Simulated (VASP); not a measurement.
Consider the following.

```
CELL_PARAMETERS angstrom
      0.00000     2.98500     2.98500
      2.98500     0.00000     2.98500
      2.98500     2.98500     0.00000
ATOMIC_POSITIONS crystal
  Na 0.00000 0.00000 0.00000
  Br 0.50000 0.50000 0.50000
```

Method: r2SCAN meta-GGA, VASP's PBE PAW potentials (set 64) (plane waves; VASP). Settings: 400 eV cut-off, 7×7×7 Γ-centred mesh, Gaussian smearing of 0.050 eV, potentials Na_pv Br.

Question: The ions, cell shape and volume are relaxed. What does this cell relax into?

Answer: 
```
CELL_PARAMETERS angstrom
      0.00000     2.96583     2.96583
      2.96583     0.00000     2.96583
      2.96583     2.96583     0.00000
ATOMIC_POSITIONS crystal
  Na 0.00000 0.00000 0.00000
  Br 0.50000 0.50000 0.50000
```
Space group Fm-3m (225), at a tolerance of 0.03 Å.

Question: How do energy and volume change from the first to the last step?

Answer: The energy (σ→0) changes by -0.9 meV/atom and the volume by -1.9 %, in 5 ionic steps.

```csv
step,E(σ→0) (eV),max force (eV/Å),pressure (GPa),volume (Å³)
1,-20.4473,0.000,-0.52,53.19
2,-20.4489,0.000,-0.19,52.53
3,-20.4491,0.000,-0.08,52.33
4,-20.4491,0.000,0.13,51.93
5,-20.4492,0.000,0.00,52.18
```

The compound is NaBr in the rock salt structure. This run relaxes it. Symmetry was kept, so distortions that lower it aren't found.
